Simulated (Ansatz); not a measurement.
# Pt (sc type): a single-point run

The task is a single-point run on Pt (sc type).

Method: DFT, PBE, PAW with Ansatz's default frozen-core files, scalar-relativistic, in Ansatz 0.2.0.

### Step 1. The structure to begin with

It takes space group Pm-3m (No. 221, cubic). Conventional cell: a = 2.189 Å, b = 2.189 Å, c = 2.189 Å, α = 90.00°, β = 90.00°, γ = 90.00°. Pt (site symmetry m-3m) has 6 Pt at 2.19 Å as nearest neighbours.

Coordinates:

```
CELL_PARAMETERS angstrom
2.18859 0.00000 0.00000
0.00000 2.18859 0.00000
0.00000 0.00000 2.18859
ATOMIC_POSITIONS crystal
Pt 0.00000 0.00000 0.00000
```

### Step 2. Input and run

The input, input.yaml:

```yaml
crystal:
  lattice:
    - [2.1885918071, 0.0, 0.0]
    - [0.0, 2.1885918071, 0.0]
    - [0.0, 0.0, 2.1885918071]
  atoms:
    - { symbol: Pt, position: [0.0, 0.0, 0.0] }
kpoints:
  mp_grid: { grid: [1, 1, 1] }
scf:
  occupations: { method: fermi_dirac, width: 0.05 }
  max_iter: 60
hamiltonian:
  xc: pbe
  pseudopotentials: { kind: paw }
output:
  forces: true
  stress: true
  eigenvalues: true
  populations: true
```

On the command line:

```
$ ansatz run input.yaml --threads 1 --pin off --max-ram 2048MiB --backend cpu --events-out ev --progress --plain --runs-dir out
```

Q: Will this input give a usable result? If not, why, and what should change?

This run ends as converged. It gives a pressure of 705 GPa, which is large; a structure far from rest gives such values too, whatever the setting.

The suspect setting: kpoints.mp_grid.grid is [1, 1, 1]. One k-point can't sample the Brillouin zone of so small a cell.

Run again and compare: set kpoints.mp_grid.grid to [16, 16, 16].
